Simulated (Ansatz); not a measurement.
**A strain series on AlN (F-43m): uniaxial along y, other directions held**

AlN (F-43m) from a database structure, relaxed with r2SCAN in Ansatz 0.2.0, then strained (uniaxial along y, other directions held; changes of length per length, axes as in the cell below) with the atoms relaxed again within the symmetry that is left. It is cubic, F-43m (No. 216); a = 4.370 Å in the conventional setting, 10.43 Å³ an atom. Around Al lie 4 N at 1.89 Å; around N lie 4 Al at 1.89 Å. Calculated for a static, non-magnetic cell.

```yaml
crystal:
  lattice:
    - [0.00000, 2.18488, 2.18488]
    - [2.18488, 0.00000, 2.18488]
    - [2.18488, 2.18488, 0.00000]
  atoms:
    - { symbol: Al, position: [0.00000, 0.00000, 0.00000] }
    - { symbol: N, position: [0.75000, 0.75000, 0.75000] }
```

Gaps are the least over each mesh (PBE 10×10×10, r2SCAN 10×10×10, HSE06 8×8×8 when unstrained) and the special points, which keep their unstrained names; stress is the change from the unstrained cell, compression positive.

| strain (%) | gap, PBE (eV) | gap, r2SCAN (eV) | gap, HSE06 (eV) | edges, HSE06 | stress along the strain, r2SCAN (GPa) | energy rise, r2SCAN (meV/atom) |
| --- | --- | --- | --- | --- | --- | --- |
| -4.81 | 3.087 | 3.710 | 4.327 | Γ → X | +15.03 | 23.4 |
| 0.0 | 3.325 | 3.941 | 4.552 | Γ → X | 0.00 | 0.0 |
| +1.63 | 3.268 | 3.878 | 4.486 | Γ–K (0.15) → X | -4.99 | 2.6 |

Q: Estimate the row for a strain of +0.3 %.

A:

| strain (%) | gap, PBE (eV) | gap, r2SCAN (eV) | gap, HSE06 (eV) | edges, HSE06 | stress along the strain, r2SCAN (GPa) | energy rise, r2SCAN (meV/atom) |
| --- | --- | --- | --- | --- | --- | --- |
| +0.3 | 3.315 | 3.930 | 4.540 | Γ → X | -0.92 | 0.1 |

Between zero and the nearest strains the slope of the HSE06 gap against strain is +0.047 eV per percent for negative and -0.040 for positive strain; it falls either way, as happens when edge states split or other valleys take over.

Where an edge lies off the special points, it is a point of the mesh or the k point where a search put PBE's edge or least direct gap, reused for the other functionals, whose own edges may lie a little apart.

The meshes of the hybrids are coarse, so their gaps aren't converged to the digits shown.
